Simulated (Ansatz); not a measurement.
(110) slab of zincblende BN, 11.5 Å thick as cut, bare faces

These are results of Ansatz, DFT, PBEsol, PAW, plane waves, not measurements.

Command:

```sh
ansatz run in.yaml --threads 8 --pin off --max-ram 17100MiB --runs-dir r --events-out ev --progress --plain
```

The input less its lattice and atoms:

```yaml
kpoints:
  mp_grid: { grid: [6, 4, 1] }
hamiltonian:
  xc: pbesol
scf:
  occupations: { method: fermi_dirac, width: 0.01 }
relax:
  f_tol: 0.03
  max_steps: 80
  escape_saddle: false
  adjacent_minimum: "off"
output:
  forces: true
  eigenvalues: true
  populations: true
```

Start:

```xyz
20
Lattice="1.8029 -1.8029 0.0000 0.0000 0.0000 3.6058 -17.3054 -17.3054 0.0000" Properties=species:S:1:pos:R:3 pbc="T T T"
B   -11.8227  -11.8300    3.6001
B    -6.4107   -9.9914    0.0062
B    -4.5675   -4.6002    0.0261
B   -10.0020  -10.0160    0.0366
B    -6.3622   -6.4156    0.0098
B   -10.0315  -11.8424    1.8049
B    -6.4046   -8.2128    1.7766
B   -11.8177  -13.6152    1.8093
B    -8.2214   -9.9999    1.8182
B    -4.6404   -6.4074    1.7816
N   -10.9043  -10.9220    0.9172
N    -5.4763   -9.0613    0.9045
N   -12.6779  -12.7084    0.9084
N    -9.0778   -9.1190    0.8823
N    -3.7019   -7.2962    0.8947
N    -9.1036  -10.9067    2.7067
N    -5.4875   -7.2761    2.6780
N   -10.9022  -12.6939    2.7063
N    -7.3367   -9.1461    2.7329
N    -3.6767   -5.5055    2.6958
```

Steps:

| step | energy less the first (eV) | largest force component (eV/Å) |
| --- | --- | --- |
| start | 0.000 | 5.561 |
| 1 | -2.182 | 2.671 |
| 2 | -2.822 | 0.588 |
| 3 | -2.833 | 0.097 |
| 4 | -2.834 | 0.007 |

A structure on the way, about -2.82 eV from the start:

```xyz
20
Lattice="1.8029 -1.8029 0.0000 0.0000 0.0000 3.6058 -17.3054 -17.3054 0.0000" Properties=species:S:1:pos:R:3 pbc="T T T"
B   -11.8418  -11.8454    0.0182
B    -8.2055   -8.2065    0.0148
B    -4.7499   -4.7568    3.4352
B   -10.0071  -10.0095    0.0165
B    -6.4040   -6.4106    0.0091
B    -9.9958  -11.8041    1.8098
B    -6.3969   -8.2058    1.8208
B   -11.6507  -13.4585    1.6317
B    -8.2035  -10.0089    1.8164
B    -4.5610   -6.3703    1.8267
N   -10.9041  -10.9079    0.9108
N    -7.2978   -7.3013    0.9184
N   -12.7081  -12.7132    0.9666
N    -9.1037   -9.1060    0.9157
N    -5.4767   -5.4790    0.9304
N    -9.1068  -10.9160    2.7185
N    -5.4989   -7.3088    2.7144
N   -10.9275  -12.7379    2.7333
N    -7.3037   -9.1103    2.7196
N    -3.6905   -5.5006    2.7697
```

End:

```xyz
20
Lattice="1.8029 -1.8029 0.0000 0.0000 0.0000 3.6058 -17.3054 -17.3054 0.0000" Properties=species:S:1:pos:R:3 pbc="T T T"
B   -11.8455  -11.8502    0.0070
B    -8.2020   -8.2068    0.0152
B    -4.7501   -4.7548    3.4359
B   -10.0064  -10.0112    0.0173
B    -6.4071   -6.4118    0.0091
B    -9.9962  -11.8038    1.8120
B    -6.3969   -8.2045    1.8201
B   -11.6535  -13.4610    1.6331
B    -8.2012  -10.0090    1.8182
B    -4.5579   -6.3655    1.8100
N   -10.9049  -10.9096    0.9134
N    -7.2988   -7.3035    0.9186
N   -12.7071  -12.7117    0.9685
N    -9.1023   -9.1071    0.9173
N    -5.4764   -5.4810    0.9341
N    -9.1045  -10.9122    2.7215
N    -5.4985   -7.3061    2.7163
N   -10.9271  -12.7346    2.7370
N    -7.3010   -9.1088    2.7202
N    -3.6965   -5.5041    2.7714
```

The calculation finished and met its thresholds.

Time: 7.4 s of wall time on a shared host.

How much energy did the relaxation gain, and which atom moved most?

2.83 eV in 4 steps, from a start with small random displacements; atom 3 (B) moved 0.31 Å, the median atom 0.05 Å (drift of the whole cell removed).
